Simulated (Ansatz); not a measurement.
Crystal: Fe.

```
CELL_PARAMETERS angstrom
-1.44300 1.44300 1.44300
1.44300 -1.44300 1.44300
1.44300 1.44300 -1.44300
ATOMIC_POSITIONS crystal
Fe 0.00000 0.00000 0.00000
```

Base run:

* Program: Ansatz 0.2.0
* Functional: PBEsol
* Potentials or basis: Ansatz PAW
* Cutoff: 420 eV (not typed: the program's choice for these potentials)
* k mesh: 11 × 11 × 11
* Occupations: fermi-dirac, width 0.05 eV
* Spin: collinear spin, ferromagnetic start
* Starting moments: [1.5] μB
* Fixed moment: 1.5 μB

Its results: pressure -28.1 GPa; site moments Fe +1.56 μB.

Task: After a change of settings the same cell gave: pressure 0.9 GPa; site moments Fe +2.95 μB. Which change was it?
A. fixed moment from 1.5 μB to 3 μB; moments at the start from [1.5] to [3.0]
B. fixed moment from 1.5 μB to 4.5 μB; moments at the start from [1.5] to [4.5]
C. fixed moment from 1.5 μB to 3.8 μB; moments at the start from [1.5] to [3.8]
D. fixed moment from 1.5 μB to 6 μB; moments at the start from [1.5] to [6.0]

Result: A.

Caveats: the total moment is fixed, so each spin has its own Fermi level; the PAW data sets come from PBE, with cores solved anew for the run's functional, which leaves a small shift of forces and pressure; the thresholds are loose for stress; a pressure of tens of GPa on the cell as given is suspect, and the run, the potentials or the cell itself is likely at fault (some runs).
